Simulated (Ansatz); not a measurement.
# Fe (Fmmm) in Ansatz: further runs, part 2 of 2

Ansatz 0.2.0. Earlier steps stand in the parts before.

## 6. Relaxation of cell and atoms, BLYP, collinear spin, ferromagnetic start

The input, input.yaml:

```yaml
crystal:
  lattice:
    - [0.0, 1.9417396906, 1.9651051623]
    - [1.4984397099, 0.0, 1.9651051623]
    - [1.4984397099, 1.9417396906, 0.0]
  atoms:
    - { symbol: Fe, position: [0.0, 0.0, 0.0], spin: 3.0 }
hamiltonian:
  xc: blyp
  pseudopotentials: { kind: paw }
magnetization:
  spin_polarized: true
kpoints:
  mp_grid: { grid: [13, 13, 13] }
scf:
  occupations: { method: fermi_dirac, width: 0.05 }
output:
  forces: true
  stress: true
  eigenvalues: true
relax:
  f_tol: 0.01
  max_steps: 40
  cell: { stress_tol: 0.05 }
```

Potentials or basis: Ansatz PAW.

Started as:

```sh
$ ansatz run input.yaml --threads 2 --pin off --max-ram 5632MiB --backend cpu --events-out ev --progress --plain --runs-dir out
```

The program printed:

```text
Warning: RAYON_NUM_THREADS=2 ignored (pool sized by the plan → 2); use --threads N
Engine: ansatz 0.2.0, x86_64-unknown-linux-gnu
Pseudopotentials: kind: paw
Pseudopotential: Fe, paw, valence charge 16, recommended cutoff 420 eV (normal), Fe.paw.azcp
Functional definition: BLYP
  parameter beta = 0.0042
  parameter a = 0.04918
  parameter b = 0.132
  parameter c = 0.2533
  parameter d = 0.349
  exchange = b88_x(beta = beta)
  correlation = lyp_c(a = a, b = b, c = c, d = d)
Crystal: 1 atoms, lattice volume = 11.435 Å³
Basis set: ecut = 420 eV, 221 PW (Γ), exchange–correlation on 40×36×36 points (8 copies of the dense FFT grid, shifted against one another)
Bands: 14, of which v1, the nominal top of the filled ones, is band 8 counted from 1 (7 counted from 0)
Symmetry: 8 space group operations
Space group: Fmmm (ITA 69), of the structure as read, at distance tolerance 2.3e-5 Å
Magnetic group: BNS 69.521 (UNI 619), of the structure as read, at distance tolerance 2.3e-5 Å
k-points: 343 of 2197
Non-local potential: Fe, projectors of the file, l = 0: 3, l = 1: 2, l = 2: 3, l = 3: 1
PAW form: soft (Blöchl's): semilocal exchange-correlation on the pseudo side does not see the compensation charge
PAW frozen core: Fe, regenerated for the run's functional, and the local potential with it (the file was generated under x = pbe(κ = 0.804, μ = 0.2195149727645171), c = pbe(β = 0.06672455060314922))
PAW one-centre angular grid: Fe, 590 points (default); XC on 64 Gauss nodes
Initial density: superposition of atomic densities (chi_scale 0.1, normalization cell)
Starting moments: Σ|m| = 3 μB on 1 of 1 site
Initial wavefunctions: pseudopotential atomic-orbital guess
Functional: x = b88, c = lyp
SCF iter   1: F=—  HF=-4487.686942 eV  |F-HF|=—  |Δ(HF+E_count)|=         —  Δρ=6.51e-2 (↑6.51e-2 ↓5.81e-2)  dr2=9.34e-1  dr2_m=7.21e-2  M=2.506 μB ∫|m|=2.568 μB  β_m=0.30  ethr=3.10e-3  ⟨swp⟩=4.8  Hψ=46449  notcnv=0
Mixer restart at iter 1: flushing history
preconditioner: auto → none  [metal: Δε(μ)=0.002 eV  Ē_g=14.669 eV  σ=0.050 eV  W_gap=0.01  n_scr=0 (ndim 8)  ℏωp=31.1 eV  f_vac=0.000  D(μ)=1.16/eV (n_scr^D=14)]
SCF iter   2: F=—  HF=-4487.396583 eV  |F-HF|=—  |Δ(HF+E_count)|=   2.90e-1  Δρ=2.52e-2 (↑2.52e-2 ↓1.85e-2)  dr2=3.20e-2  dr2_m=3.57e-2  M=2.560 μB ∫|m|=2.635 μB  β_m=0.29  ethr=3.10e-3  ⟨swp⟩=2.5  Hψ=20067  notcnv=0  defer=742
SCF iter   3: F=—  HF=-4487.742688 eV  |F-HF|=—  |Δ(HF+E_count)|=         —  Δρ=4.42e-2 (↑4.42e-2 ↓4.38e-2)  dr2=2.76e-3  dr2_m=2.01e-1  M=2.215 μB ∫|m|=2.288 μB  β_m=0.29  ethr=2.00e-4  ⟨swp⟩=3.0  Hψ=18259  notcnv=0  defer=743
Mixer restart at iter 3: flushing history
SCF iter   4: F=—  HF=-4487.873948 eV  |F-HF|=—  |Δ(HF+E_count)|=   1.31e-1  Δρ=3.43e-2 (↑2.70e-2 ↓3.43e-2)  dr2=6.40e-3  dr2_m=9.73e-2  M=2.216 μB ∫|m|=2.295 μB  β_m=0.60  ethr=1.73e-5  ⟨swp⟩=2.1  Hψ=16071  notcnv=0  defer=713
[... 110 lines left out ...]
SCF converged after 7 iterations
Magnetization: 2.1588 μB (9.0794 up, 6.9206 down)
Absolute magnetization: 2.2741 μB (∫|ρ↑−ρ↓|, with the PAW one-centre terms)
Spin contamination: 0.0370 ħ² per cell (⟨S²⟩ above its minimum at these occupations)
Per-site moments (μB) at R_I (Å): [(2.2066845448779633, 1.0249760538076904)]
Free energy (F): -4488.167102 eV
Harris-Foulkes:  -4488.167102 eV  (|F-HF|=0.00e0)
Internal energy: -4488.157482 eV  (E = F + TS)
E sigma→0 (E₀):  -4488.162292 eV
Entropy (-TS):   -0.009620 eV (-9.620 meV/atom)
Fermi energy:    18.120843 eV
--- Per-component energies (eV) ---
  E_band       = -215.909874
  E_kinetic    = 350.490516
  E_local      = -2115.167851  (includes V_loc(G=0)·N_el)
  E_nonlocal   = 217.358223
  E_hartree    = 889.329899
  E_xc         = -115.834289
  E_vxc        = -148.809755  (∫ρ·V_xc dr)
  E_paw        = -1376.582021  (= ΣΔE_a)
  E_vpaw       = -298.441600  (= ΣTr[D̂ρ^β])
  E_aug_tail   = 0.000785  (compensation charges beyond the density's cutoff)
  E_ewald      = -2337.762693
  E_core_change = 0.009949  (= ΣΔE_core)
  E_smearing   = -0.009620  (= −TS)
  E_closure    = 0.000000  (closes the sum)
  Σ components = -4488.167102   (vs F -4488.167102, Δ=0.00e0)
--- Forces (eV/Å), atoms counted from 1 ---
  atom   1  Fe     0.00000000     0.00000000     0.00000000
  max |Σ_I F_I| component: 3.61e-31 eV/Å
--- Stress (GPa, compression-positive) ---
       -0.003674       0.000000      -0.000000
        0.000000       0.036511      -0.000000
       -0.000000      -0.000000       0.024569
  P = ⅓ Tr σ = 0.0191 GPa (0.191 kbar)
--- Band table (eV; the first three rows and the last of 686) ---
  k-point 0 ↑: bands = ["-69.6965", "-35.6115", "-35.6115", "-35.6114", "9.9923", "15.9148", "15.9154", "15.9167", "17.0597", "17.0613", "42.4377", "42.4439", "42.4461", "47.6731"]
  k-point 1 ↑: bands = ["-69.6926", "-35.6327", "-35.6186", "-35.6114", "10.2309", "15.8535", "15.9102", "16.0413", "16.9999", "17.0658", "41.0374", "42.1148", "42.3036", "46.6382"]
  k-point 2 ↑: bands = ["-69.6818", "-35.6913", "-35.6382", "-35.6113", "10.9169", "15.6835", "15.8651", "16.3996", "16.8971", "17.0823", "37.9907", "40.9125", "41.9905", "44.2815"]
  k-point 342 ↓: bands = ["-67.0222", "-33.4706", "-33.2147", "-33.0810", "14.7834", "16.5185", "18.4094", "19.5581", "20.0996", "21.1170", "26.4850", "35.2536", "37.3685", "42.4444"]
--- Relaxed structure (7 steps of the walk, 7 accepted, 2 SCFs on fresh bases) ---
  F+E_penalty+E_count = -4488.16710210 eV   max|allowed force component| = 0.000e0 eV/Å   (the final SCF, on the basis selected at the relaxed cell)
  cell:  # Å, volume = 11.8109 Å³
    - [4.6646045215149715e-34, 2.0285718605613914, 2.0287419672035916]
    - [1.4349493736081325, 1.5596521413634633e-33, 2.0287419672035916]
    - [1.4349493736081325, 2.0285718605613914, 2.4023197155864194e-33]
  atoms:
    - { symbol: Fe, position: [0.0, 0.0, 0.0] }
```

It took 32 s on 2 threads of Intel Xeon Platinum 8488C (Sapphire Rapids), shared host; peak memory 0.47 GiB.

What came out:

| Quantity | Value |
| --- | --- |
| Free energy | -4488.1671 eV |
| Relaxed volume | 11.81 Å³/atom |
| Relaxed cell | a = 2.869 Å, b = 2.485 Å, c = 2.485 Å, α = 70.52°, β = 54.74°, γ = 54.74° |
| Space group after relaxing (to 0.05 Å) | Im-3m (No. 229) |
| Energy gained by relaxing | 24.7 meV/atom |
| Ionic steps | 9 |
| Pressure after relaxing | 0.0 GPa |
| Band gap on the k mesh | none (metal or under the smearing width) |
| Net moment | 2.16 μB per cell |
| Absolute moment | 2.27 μB per cell |
| Site moments | Fe +2.21 μB |

The path:
```csv
step,energy change (eV),largest force (eV/Å),volume (Å³)
1,0.0000,0.0000,11.44
2,-0.0177,0.0000,11.68
3,-0.0237,0.0000,11.79
4,-0.0237,0.0000,11.80
5,-0.0238,0.0000,11.80
6,-0.0238,0.0000,11.80
7,-0.0246,0.0000,11.80
8,-0.0247,0.0000,11.81
9,-0.0247,0.0000,11.81
```

Final structure:
```yaml
crystal:
  lattice:
    - [0.00000, 2.02857, 2.02874]
    - [1.43495, 0.00000, 2.02874]
    - [1.43495, 2.02857, 0.00000]
  atoms:
    - { symbol: Fe, position: [0.00000, 0.00000, 0.00000] }
```

Levels at points of the mesh, in eV from the Fermi level:
Spin up:
```
           k point  band 7  band 8  band 9  band 10  band 11  band 12
(0.00, 0.00, 0.00)   -2.21   -2.20   -1.06    -1.06    24.32    24.32
```
Spin down:
```csv
k point,band 5,band 6,band 7,band 8,band 9,band 10
"(0.00, 0.00, 0.00)",-7.99,-0.41,-0.41,-0.41,1.62,1.62
```

Caveat: the plane-wave basis is chosen anew once the cell has moved, so the energies of steps on either side of that aren't comparable; the PAW data sets come from PBE, with cores solved anew for the run's functional, which leaves a small shift of forces and pressure.

## 7. Summary

```csv
task,level,cell,smearing,gap on the mesh (eV),pressure (GPa),moment (μB),relaxed volume (Å³/atom)
relaxation of cell and atoms,BLYP+D4,relaxed,fermi-dirac 0.05 eV,none,0.0,2.09,11.23
single point,PBE,as given,gaussian 0.027 eV,none,-1.3,2.17,-
single point,PBE,as given,gaussian 0.028 eV,none,-1.3,2.17,-
relaxation of cell and atoms,revPBE,relaxed,fermi-dirac 0.05 eV,none,0.0,2.17,11.57
relaxation of cell and atoms,BLYP,relaxed,fermi-dirac 0.05 eV,none,0.0,2.16,11.81
```

Alike in all rows: potentials or basis Ansatz PAW; spin collinear, ferromagnetic start; k mesh 13 × 13 × 13; cutoff (eV) 420.

Caveats: the plane-wave basis is chosen anew once the cell has moved, so the energies of steps on either side of that aren't comparable (some runs); the PAW data sets come from PBE, with cores solved anew for the run's functional, which leaves a small shift of forces and pressure (some runs); pairwise dispersion overbinds metals, which lowers pressure and volume (some runs).

Absolute energies hang on the potentials; compare differences alone.
